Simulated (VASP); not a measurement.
# InAs (Fm-3m) in VASP: a series of runs, part 2 of 2

VASP 6.6.1.

## 3. Single point, PBE, spin-orbit coupling, no magnetisation

The input, INCAR:

```
  PREC = Accurate
  ENCUT = 460
  EDIFF = 1E-7
  ISMEAR = 0
  SIGMA = 0.02
  LREAL = False
  LASPH = True
  NELM = 100
  ALGO = Normal
  ISIF = 2
  LWAVE = False
  LCHARG = False
  MAGMOM = 0 0 0 0 0 0
  LORBIT = 11
  LSORBIT = True
  GGA_COMPAT = False
  GGA = PE
  NBANDS = 34
```

The input, KPOINTS:

```
regular mesh
0
Gamma
  8 8 8
```

The input, POSCAR:

```
InAs
1.0
    0.0000000000      2.8773040000      2.8773040000
    2.8773040000      0.0000000000      2.8773040000
    2.8773040000      2.8773040000      0.0000000000
In As
1 1
Direct
    0.5000000000      0.5000000000      0.5000000000
    0.0000000000      0.0000000000      0.0000000000
```

Potentials or basis: VASP PAW PBE potentials, release 64 (In_d, As).

The run is started by

```sh
$ cat potpaw_PBE.64/In_d/POTCAR potpaw_PBE.64/As/POTCAR > POTCAR
$ mpirun -np 1 vasp_ncl > vasp.out
```

OUTCAR:

```text
PREC = Accurate
   ENCUT = 460
   EDIFF = 1E-7
   ISMEAR = 0
   LREAL = False
   LASPH = True
   NELM = 100
   ISIF = 2
   LORBIT = 11
   LSORBIT = True
   GGA = PE

 Found     29 irreducible k-points:

 Following reciprocal coordinates:
            Coordinates               Weight
  0.000000  0.000000  0.000000      1.000000
  0.125000  0.000000  0.000000      8.000000
  0.250000  0.000000  0.000000      8.000000
  0.375000  0.000000  0.000000      8.000000
  0.500000  0.000000  0.000000      4.000000
  0.125000  0.125000  0.000000      6.000000
   k-points           NKPTS =     29   k-points in BZ     NKDIM =     29   number of bands    NBANDS=     34
   number of dos      NEDOS =    301   number of ions     NIONS =      2
   total plane-waves  NPLWV =  21952
   dimension x,y,z NGX =    28 NGY =   28 NGZ =   28
   dimension x,y,z NGXF=    56 NGYF=   56 NGZF=   56
   ions per type =               1   1
   NGX,Y,Z   is equivalent  to a cutoff of  11.44, 11.44, 11.44 a.u.
   NGXF,Y,Z  is equivalent  to a cutoff of  22.88, 22.88, 22.88 a.u.
 SYSTEM =  unknown system
   PREC   = accura    normal or accurate (medium, high low for compatibility)
   ISTART =      0    job   : 0-new  1-cont  2-samecut
   ICHARG =      2    charge: 1-file 2-atom 10-const
   ISPIN  =      1    spin polarized calculation?
   LNONCOLLINEAR =      T non collinear calculations
   LSORBIT =      T    spin-orbit coupling
   LASPH  =      T    aspherical Exc in radial PAW
   ENCUT  =  460.0 eV  33.81 Ry    5.81 a.u.   7.12  7.12  7.12*2*pi/ulx,y,z
   NELM   =    100;   NELMIN=  2; NELMDL= -5     # of ELM steps
   EDIFF  = 0.1E-06   stopping-criterion for ELM
   LREAL  =      F    real-space projection
   EDIFFG = 0.1E-05   stopping-criterion for IOM
   NSW    =      0    number of steps for IOM
   IBRION =     -1    ionic relax: 0-MD 1-quasi-New 2-CG
   NFREE  =      0    steps in history (QN), initial steepest desc. (CG)
   ISIF   =      2    stress and relaxation
   ISYM   =      2    0-nonsym 1-usesym 2-fastsym
   POTIM  = 0.5000    time-step for ionic-motion
   TEBEG  =    0.0;   TEEND  =   0.0 temperature during run
   PSTRESS=    0.0 pullay stress
   NELECT =      18.0000    total number of electrons
   NUPDOWN=      -1.0000    fix difference up-down
[... 273 lines left out ...]
 -----------------------------------------------------------------------------------
    total drift:                                0.000000      0.000000      0.000000

  FREE ENERGIE OF THE ION-ELECTRON SYSTEM (eV)
  ---------------------------------------------------
  free  energy   TOTEN  =        -7.3635366506 eV

  energy  without entropy=       -7.3633129666  energy(sigma->0) =       -7.36342481

 Spin-Orbit-Coupling matrix elements

 Ion:    1  E_soc:     -0.0675298
 l=   1
     0.0000000    -0.0050156    -0.0050156
    -0.0050156     0.0000000    -0.0050156
    -0.0050156    -0.0050156     0.0000000
 l=   2
     0.0000000    -0.0012692     0.0000000    -0.0012692    -0.0049701
    -0.0012692     0.0000000    -0.0037276    -0.0012692    -0.0012425
     0.0000000    -0.0037276     0.0000000    -0.0037276     0.0000000
    -0.0012692    -0.0012692    -0.0037276     0.0000000    -0.0012425
    -0.0049701    -0.0012425     0.0000000    -0.0012425     0.0000000
 l=   3
     0.0000000     0.0000000     0.0000000     0.0000000     0.0000000     0.0000000     0.0000000
     0.0000000     0.0000000     0.0000000     0.0000000     0.0000000     0.0000000     0.0000000
     0.0000000     0.0000000     0.0000000     0.0000000     0.0000000     0.0000000     0.0000000
     0.0000000     0.0000000     0.0000000     0.0000000     0.0000000     0.0000000     0.0000000
     0.0000000     0.0000000     0.0000000     0.0000000     0.0000000     0.0000000     0.0000000
     0.0000000     0.0000000     0.0000000     0.0000000     0.0000000     0.0000000     0.0000000
     0.0000000     0.0000000     0.0000000     0.0000000     0.0000000     0.0000000     0.0000000

 Ion:    2  E_soc:     -0.0340355
 l=   1
     0.0000000    -0.0056740    -0.0056740
    -0.0056740     0.0000000    -0.0056740
    -0.0056740    -0.0056740     0.0000000
 l=   2
     0.0000000    -0.0000009     0.0000000    -0.0000009     0.0000023
    -0.0000009     0.0000000     0.0000017    -0.0000009     0.0000006
     0.0000000     0.0000017     0.0000000     0.0000017     0.0000000
    -0.0000009    -0.0000009     0.0000017     0.0000000     0.0000006
     0.0000023     0.0000006     0.0000000     0.0000006     0.0000000
 l=   3
     0.0000000     0.0000000     0.0000000     0.0000000     0.0000000     0.0000000     0.0000000
     0.0000000     0.0000000     0.0000000     0.0000000     0.0000000     0.0000000     0.0000000
     0.0000000     0.0000000     0.0000000     0.0000000     0.0000000     0.0000000     0.0000000
     0.0000000     0.0000000     0.0000000     0.0000000     0.0000000     0.0000000     0.0000000
     0.0000000     0.0000000     0.0000000     0.0000000     0.0000000     0.0000000     0.0000000
     0.0000000     0.0000000     0.0000000     0.0000000     0.0000000     0.0000000     0.0000000
     0.0000000     0.0000000     0.0000000     0.0000000     0.0000000     0.0000000     0.0000000

 total charge

# of ion       s       p       d       tot
------------------------------------------
    1        0.883   0.559   9.878  11.319
    2        1.266   1.432   0.024   2.722
--------------------------------------------------
tot          2.149   1.991   9.901  14.041

 magnetization (x)

# of ion       s       p       d       tot
------------------------------------------
    1        0.000   0.000  -0.000   0.000
    2       -0.000   0.000   0.000   0.000
--------------------------------------------------
tot          0.000   0.000  -0.000   0.000

 magnetization (y)

# of ion       s       p       d       tot
------------------------------------------
    1        0.000   0.000  -0.000   0.000
    2       -0.000   0.000  -0.000  -0.000
--------------------------------------------------
tot          0.000   0.000  -0.000   0.000

 magnetization (z)

# of ion       s       p       d       tot
------------------------------------------
    1       -0.000   0.000  -0.000  -0.000
    2        0.000   0.000   0.000   0.000
--------------------------------------------------
tot         -0.000   0.000  -0.000  -0.000
```

OSZICAR:

```text
N       E                     dE             d eps       ncg     rms          rms(c)
DAV:   1     0.149097032147E+03    0.14910E+03   -0.73707E+03  2012   0.114E+03
DAV:   2     0.859911009542E+01   -0.14050E+03   -0.13261E+03  1996   0.319E+02
DAV:   3    -0.689638014732E+01   -0.15495E+02   -0.15074E+02  2344   0.108E+02
DAV:   4    -0.752213828699E+01   -0.62576E+00   -0.62354E+00  2318   0.215E+01
DAV:   5    -0.754586964725E+01   -0.23731E-01   -0.23725E-01  3022   0.409E+00    0.364E+00
DAV:   6    -0.736295173989E+01    0.18292E+00   -0.25329E-01  2750   0.888E+00    0.188E+00
DAV:   7    -0.736320889799E+01   -0.25716E-03   -0.59143E-02  2856   0.149E+00    0.770E-01
DAV:   8    -0.736333347682E+01   -0.12458E-03   -0.22276E-03  2402   0.462E-01    0.319E-01
DAV:   9    -0.736347799471E+01   -0.14452E-03   -0.20809E-04  2614   0.107E-01    0.884E-02
DAV:  10    -0.736352337707E+01   -0.45382E-04   -0.27735E-05  2702   0.618E-02    0.380E-02
DAV:  11    -0.736353574819E+01   -0.12371E-04   -0.10865E-05  2398   0.258E-02    0.425E-03
DAV:  12    -0.736353688306E+01   -0.11349E-05   -0.14177E-06  2468   0.177E-02    0.123E-03
DAV:  13    -0.736353668043E+01    0.20263E-06   -0.10180E-07  1948   0.253E-03    0.114E-03
DAV:  14    -0.736353665061E+01    0.29822E-07   -0.23715E-08  1346   0.209E-03
   1 F= -.73635367E+01 E0= -.73634248E+01  d E =-.223684E-03  mag=    -0.0000     0.0000     0.0000
```

Run time: 52 s. Hardware: 1 thread of Intel Xeon Platinum 8488C (Sapphire Rapids), shared host; peak memory 0.26 GiB.

These settings aren't checked as converged: the numbers below hold their error.

Results:

```
Free energy                                           : -7.3635 eV
Pressure                                              : 0.1 GPa
Valence electrons inside the program's atomic spheres : In 11.32; As 2.72
```

## 4. Single point, PBE, spin-orbit coupling, no magnetisation

Edit INCAR of step 3 so:

```diff
@@ -1,3 +1,3 @@
   PREC = Accurate
-  ENCUT = 460
+  ENCUT = 520
   EDIFF = 1E-7
```

KPOINTS is that of step 3.

POSCAR is that of step 3.

Potentials or basis: VASP PAW PBE potentials, release 64 (In_d, As).

The run is started by

```sh
$ cat potpaw_PBE.64/In_d/POTCAR potpaw_PBE.64/As/POTCAR > POTCAR
$ mpirun -np 1 vasp_ncl > vasp.out
```

OUTCAR:

```text
PREC = Accurate
   ENCUT = 520
   EDIFF = 1E-7
   ISMEAR = 0
   LREAL = False
   LASPH = True
   NELM = 100
   ISIF = 2
   LORBIT = 11
   LSORBIT = True
   GGA = PE

 Found     29 irreducible k-points:

 Following reciprocal coordinates:
            Coordinates               Weight
  0.000000  0.000000  0.000000      1.000000
  0.125000  0.000000  0.000000      8.000000
  0.250000  0.000000  0.000000      8.000000
  0.375000  0.000000  0.000000      8.000000
  0.500000  0.000000  0.000000      4.000000
  0.125000  0.125000  0.000000      6.000000
   k-points           NKPTS =     29   k-points in BZ     NKDIM =     29   number of bands    NBANDS=     34
   number of dos      NEDOS =    301   number of ions     NIONS =      2
[... 344 lines left out ...]
     0.0000000     0.0000000     0.0000000     0.0000000     0.0000000     0.0000000     0.0000000
     0.0000000     0.0000000     0.0000000     0.0000000     0.0000000     0.0000000     0.0000000
     0.0000000     0.0000000     0.0000000     0.0000000     0.0000000     0.0000000     0.0000000
     0.0000000     0.0000000     0.0000000     0.0000000     0.0000000     0.0000000     0.0000000
     0.0000000     0.0000000     0.0000000     0.0000000     0.0000000     0.0000000     0.0000000
     0.0000000     0.0000000     0.0000000     0.0000000     0.0000000     0.0000000     0.0000000

 total charge

# of ion       s       p       d       tot
------------------------------------------
    1        0.883   0.559   9.878  11.319
    2        1.266   1.432   0.024   2.722
--------------------------------------------------
tot          2.149   1.991   9.901  14.041

 magnetization (x)

# of ion       s       p       d       tot
------------------------------------------
    1        0.000   0.000   0.000   0.000
    2        0.000   0.000  -0.000  -0.000
--------------------------------------------------
tot          0.000   0.000   0.000   0.000

 magnetization (y)

# of ion       s       p       d       tot
------------------------------------------
    1        0.000  -0.000   0.000   0.000
    2        0.000   0.000   0.000   0.000
--------------------------------------------------
tot          0.000  -0.000   0.000   0.000

 magnetization (z)

# of ion       s       p       d       tot
------------------------------------------
    1        0.000   0.000   0.000   0.000
    2        0.000   0.000  -0.000  -0.000
--------------------------------------------------
tot          0.000   0.000   0.000   0.000
```

OSZICAR:

```text
N       E                     dE             d eps       ncg     rms          rms(c)
DAV:   1     0.154426852979E+03    0.15443E+03   -0.79379E+03  1990   0.124E+03
DAV:   2     0.981834146727E+01   -0.14461E+03   -0.13701E+03  2004   0.337E+02
DAV:   3    -0.681676340515E+01   -0.16635E+02   -0.16174E+02  2344   0.113E+02
DAV:   4    -0.752043595698E+01   -0.70367E+00   -0.70065E+00  2322   0.229E+01
DAV:   5    -0.754589028275E+01   -0.25454E-01   -0.25449E-01  3002   0.430E+00    0.364E+00
DAV:   6    -0.736290680685E+01    0.18298E+00   -0.25456E-01  2778   0.891E+00    0.188E+00
DAV:   7    -0.736303614288E+01   -0.12934E-03   -0.57832E-02  2818   0.148E+00    0.771E-01
DAV:   8    -0.736315581310E+01   -0.11967E-03   -0.22415E-03  2436   0.463E-01    0.315E-01
DAV:   9    -0.736329734026E+01   -0.14153E-03   -0.20235E-04  2576   0.106E-01    0.902E-02
DAV:  10    -0.736334263152E+01   -0.45291E-04   -0.27759E-05  2768   0.594E-02    0.389E-02
DAV:  11    -0.736335500784E+01   -0.12376E-04   -0.10633E-05  2360   0.253E-02    0.407E-03
DAV:  12    -0.736335616586E+01   -0.11580E-05   -0.13877E-06  2440   0.175E-02    0.140E-03
DAV:  13    -0.736335594466E+01    0.22120E-06   -0.92518E-08  1956   0.244E-03    0.118E-03
DAV:  14    -0.736335590429E+01    0.40370E-07   -0.23809E-08  1364   0.210E-03
   1 F= -.73633559E+01 E0= -.73632441E+01  d E =-.223646E-03  mag=     0.0000     0.0000    -0.0000
```

Wall time 73 s (1 thread of Intel Xeon Platinum 8488C (Sapphire Rapids), shared host); peak memory 0.3 GiB.

The run converged, but some of its settings lie outside the range that counts as converged, so its numbers aren't taken as properties of the crystal.

What came out:

| Item | Value |
| --- | --- |
| Free energy | -7.3634 eV |
| Pressure | 0.0 GPa |
| Valence electrons inside the program's atomic spheres | In 11.32; As 2.72 |

## 5. The reference run

An earlier run on the cell as given: functional PBE; potentials or basis VASP PAW PBE potentials, release 64 (In_d, As); cutoff 520 eV; k mesh 8 × 8 × 8; occupations fermi-dirac, width 0.05 eV; no spin polarisation.

- Pressure: 0.0 GPa
- Band gap on the k mesh: none (metal or under the smearing width)
